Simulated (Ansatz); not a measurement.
Crystal: FePt (Tetraferroplatinum).

```xyz
2
Lattice="2.7235 0.0000 0.0000 0.0000 2.7235 0.0000 0.0000 0.0000 3.7200" Properties=species:S:1:pos:R:3 pbc="T T T"
Pt    1.3618    1.3618    1.8600
Fe    0.0000    0.0000    0.0000
```

```yaml
Program: Ansatz 0.2.0
Task: relaxation of cell and atoms
Functional: LDA
Potentials_or_basis: Ansatz PAW
Cutoff: "420 eV (not typed: the program's choice for these potentials)"
k_mesh: 10 × 10 × 7
Occupations: fermi-dirac, width 0.05 eV
Spin: collinear spin, ferromagnetic start
Starting_moments: "[0.0, 3.0] μB"
```

At the start: volume 13.80 Å³/atom.

Problem. Where does the relaxation end?

Solution. It ends after 7 steps and the volume is 13.05 Å³/atom (-5.4 %); space group P4/mmm (No. 123, to 0.05 Å); moment 3.16 μB per cell.

Step by step:
| step | energy change (eV) | largest force (eV/Å) | volume (Å³) |
| --- | --- | --- | --- |
| 1 | 0.0000 | 0.0000 | 27.59 |
| 2 | -0.0407 | 0.0000 | 25.26 |
| 3 | -0.0635 | 0.0000 | 26.17 |
| 4 | -0.0637 | 0.0000 | 26.10 |
| 5 | -0.0630 | 0.0000 | 26.10 |
| 6 | -0.0630 | 0.0000 | 26.10 |
| 7 | -0.0630 | 0.0000 | 26.10 |

Final structure:
```cif
data_structure
_symmetry_space_group_name_H-M 'P 1'
_symmetry_Int_Tables_number 1
_cell_length_a 2.6689
_cell_length_b 2.6689
_cell_length_c 3.6634
_cell_angle_alpha 90.000
_cell_angle_beta 90.000
_cell_angle_gamma 90.000
_cell_volume 26.10
loop_
_atom_site_label
_atom_site_type_symbol
_atom_site_fract_x
_atom_site_fract_y
_atom_site_fract_z
_atom_site_occupancy
Pt1 Pt 0.50000 0.50000 0.50000 1
Fe1 Fe 0.00000 0.00000 0.00000 1
```

Caveat: the plane-wave basis is chosen anew once the cell has moved, so the energies of steps on either side of that aren't comparable; the PAW data sets come from PBE, with cores solved anew for the run's functional, which leaves a small shift of forces and pressure.
